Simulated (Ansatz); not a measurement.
## 4 guesses for MgO5 and where they end

Theory: Ansatz 0.2.0, DFT PBE, scalar-relativistic, plane waves, PAW. All cells share a 420 eV cutoff and Γ-centred k meshes spaced at most about 0.3 Å⁻¹ (about 0.25 or finer for metals, 2π included). Collinear spin in cells that started with moments and kept them past the coarse steps, no spin elsewhere.

Each guess was relaxed in cell and atoms at zero pressure, within the symmetry of its start. Temperature and zero-point effects are left out. Coordination counts O atoms around Mg (those within 1.25 times the shortest such distance or 1.15 times the sum of covalent radii).

| guess | made from | start group | V start (Å³/atom) | end group | V end (Å³/atom) | coordination at the end | gap on mesh (eV) | largest moment (μB) | E over the lowest end (meV/atom) |
| --- | --- | --- | --- | --- | --- | --- | --- | --- | --- |
| 1 | random cell | F-43m | 12.3 | F-43m | 17.5 | Mg 4 | 0 | 1.9 | 514 |
| 2 | random cell | P6/mmm | 11.5 | P6/mmm | 9.6 | Mg 2 | 0 | 0.9 | 0 |
| 3 | random cell | P4/mmm | 10.4 | P4/mmm | 10.4 | Mg 6 | 0 | 0.3 | 121 |
| 4 | CaMg5 type | R32 | 13.8 | ? | ? | ? | ? | ? | ? |

Guess 4 as it starts:

```cif
data_structure
_symmetry_space_group_name_H-M 'P 1'
_symmetry_Int_Tables_number 1
_cell_length_a 5.2703
_cell_length_b 5.2703
_cell_length_c 5.2703
_cell_angle_alpha 51.615
_cell_angle_beta 51.615
_cell_angle_gamma 51.615
_cell_volume 83.08
loop_
_atom_site_label
_atom_site_type_symbol
_atom_site_fract_x
_atom_site_fract_y
_atom_site_fract_z
_atom_site_occupancy
Mg1 Mg 0.50000 0.50000 0.50000 1
O1 O 0.32882 0.00000 0.67118 1
O2 O 0.16588 0.16588 0.16588 1
O3 O 0.67118 0.32882 0.00000 1
O4 O 0.00000 0.67118 0.32882 1
O5 O 0.83412 0.83412 0.83412 1
```

Problem. Fill in the missing row: what does this guess relax into, and where does it rank?

Solution. It ends in space group R32 (No. 155), with a = 4.992 Å, c = 9.215 Å, 11.0 Å³/atom and no gap, with moments up to 1.7 μB. It lies 211 meV/atom over the lowest end, above guess 3 and below guess 1. Counting O atoms around Mg, this end has Mg 6 and the lowest (guess 2) has Mg 2.

```cif
data_structure
_symmetry_space_group_name_H-M 'R32:H'
_symmetry_Int_Tables_number 155
_cell_length_a 4.9917
_cell_length_b 4.9917
_cell_length_c 9.2148
_cell_angle_alpha 90.000
_cell_angle_beta 90.000
_cell_angle_gamma 120.000
_cell_volume 198.84
loop_
_atom_site_label
_atom_site_type_symbol
_atom_site_symmetry_multiplicity
_atom_site_Wyckoff_symbol
_atom_site_fract_x
_atom_site_fract_y
_atom_site_fract_z
_atom_site_occupancy
Mg1 Mg 3 b 0.33333 0.66667 0.16667 1
O1 O 9 d 0.43993 0.43993 0.00000 1
O2 O 6 c 0.33333 0.66667 0.78145 1
```

The zero of energy is the elements' standard structures at the same level (O₂ as a molecule); no fitted shifts are applied.

Problem. Is the lowest end bound against the elements?

Solution. No: its formation energy is +0.46 eV/atom. It can't be a ground state, since the elements alone are lower.

Another magnetic order may lie lower. Cells relaxed within their symmetry can be saddle points. A lower structure may well exist outside this small set. Some structure types and database cells were kept out of the candidates from the start, so a known form may be missing.

None of the four ends is a plausible magnesium oxide: even the lowest lies 0.46 eV/atom above the elements. PBE's overbinding of O₂ probably inflates that figure, but MgO plus oxygen gas, the familiar and strongly bound alternative, would remain far lower.

The underlying problem is electron count. Magnesium supplies only two valence electrons, too few to close the shells of five separate oxygens, so an oxygen-rich composition needs O–O bonds, as in peroxides or superoxides. The relaxed R32 cell has none: its closest oxygens are well beyond a peroxide bond length. Holes therefore remain in the O 2p states, which accounts naturally for its missing gap and its moments.

Across all four ends the energy rises with volume per atom, whereas Mg coordination gives no such order: the twofold end is lowest and the fourfold one highest. This suggests that the ranking depends more on how the oxygens accommodate their electron deficit than on filling the usual coordination shell of Mg.
